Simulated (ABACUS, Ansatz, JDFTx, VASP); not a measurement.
# Ru: equilibrium volume by level of theory

```
Ru
1.0
     2.70580    0.00000    0.00000
    -1.35290    2.34329    0.00000
     0.00000    0.00000    4.28190
Ru
2
Direct
  0.66667 0.33333 0.75000
  0.33333 0.66667 0.25000
```

| rung | level | program and potentials | cutoff (eV) | k mesh | smearing | equilibrium volume (Å³/atom) | notes |
| --- | --- | --- | --- | --- | --- | --- | --- |
| GGA | BLYP | Ansatz, all-electron LAPW, scalar-relativistic | - | 11 × 11 × 6 | fermi-dirac 0.05 | 14.43 | - |
| GGA | BLYP | VASP, PBE PAW files Ru_pv, 600 eV | 600 | 11 × 11 × 6 | fermi-dirac 0.05 | 14.45 | potentials made for PBE; 14 valence electrons an atom on average |
| GGA | PBE | ABACUS, PseudoDojo NC SR 0.4.1 PBE standard, plane waves | 1143 | 9 × 9 × 5 | fermi-dirac 0.05 | 13.78 | 16 valence electrons an atom on average |
| GGA | PBE | JDFTx, PseudoDojo-SR-PBE-0.5-stringent with smoothed tails | 1143 | 6 × 6 × 3 | fermi-dirac 0.05 | 13.82 | coarse mesh; 16 valence electrons an atom on average |
| GGA | PBE | JDFTx, SG15-PBE-1.2 with smoothed tails | 1088 | 6 × 6 × 3 | fermi-dirac 0.05 | 13.81 | coarse mesh; 16 valence electrons an atom on average |
| GGA | PBE | JDFTx, SPMS-PBE-1.0 with smoothed tails | 1088 | 6 × 6 × 3 | fermi-dirac 0.05 | 13.83 | coarse mesh; 16 valence electrons an atom on average |
| GGA + dispersion | PBEsol+D4 | Ansatz, all-electron LAPW, scalar-relativistic | - | 11 × 11 × 6 | fermi-dirac 0.05 | 13.19 | - |
| non-local van der Waals functional | BEEF-vdW | VASP, PBE PAW files Ru_pv, 600 eV | 600 | 11 × 11 × 6 | fermi-dirac 0.05 | 13.90 | potentials made for PBE; 14 valence electrons an atom on average |
| non-local van der Waals functional | optB86b-vdW | VASP, PBE PAW files Ru_pv, 600 eV | 600 | 11 × 11 × 6 | fermi-dirac 0.05 | 13.55 | potentials made for PBE; 14 valence electrons an atom on average |
| non-local van der Waals functional | vdW-DF2 | VASP, PBE PAW files Ru_pv, 600 eV | 600 | 11 × 11 × 6 | fermi-dirac 0.05 | 14.86 | potentials made for PBE; 14 valence electrons an atom on average |
| meta-GGA | SCAN | VASP, PBE PAW files Ru_pv, 600 eV | 600 | 11 × 11 × 6 | fermi-dirac 0.05 | 13.38 | potentials made for PBE; 14 valence electrons an atom on average |
| meta-GGA + dispersion | SCAN+D4 | VASP, PBE PAW files Ru_pv, 600 eV | 600 | 11 × 11 × 6 | fermi-dirac 0.05 | 13.32 | potentials made for PBE; 14 valence electrons an atom on average |

Task: relaxation of cell and atoms. All rows: no spin polarisation. Smearing widths are in eV. For a metal such meshes aren't converged. Meshes differ between rows, which moves values too. Meshes are those of the run's cell of 2 atoms unless a note names another. Relaxations start from the cell shown or near it and stop with a little pressure left. Runs on faulty files, with rough fits or with known faults for this quantity aren't shown. No row holds spin-orbit coupling.

By rung: GGA 13.78 to 14.45; GGA + dispersion 13.19; non-local van der Waals functional 13.55 to 14.86; meta-GGA 13.38; meta-GGA + dispersion 13.32; GGA on coarse meshes 13.81 to 13.83 (Å³/atom).

The choice of functional moves the volume of Ru far more than the choice of program or potential: the two BLYP values, 14.43 and 14.45 Å³/atom, nearly coincide, and the PBE values also lie close together. Cohesion here comes mainly from a partly filled 4d band, whose bonding states pull the atoms together against the repulsion of the sp electrons and the cores. BLYP underbinds this metal, probably because LYP correlation misses the uniform-electron-gas limit, which matters for delocalised electrons.

Non-local correlation does not by itself fix the volume. vdW-DF2 gives the largest value, 14.86, and optB86b-vdW a much smaller 13.55, which suggests that the stronger gradient enhancement of exchange in vdW-DF2 outweighs the added attraction. Adding D4 to SCAN contracts the cell only slightly, as expected where metallic bonding dominates. The small PBEsol+D4 volume may reflect PBEsol's softer exchange as well as the dispersion term; without a plain PBEsol row, the two can't be separated.
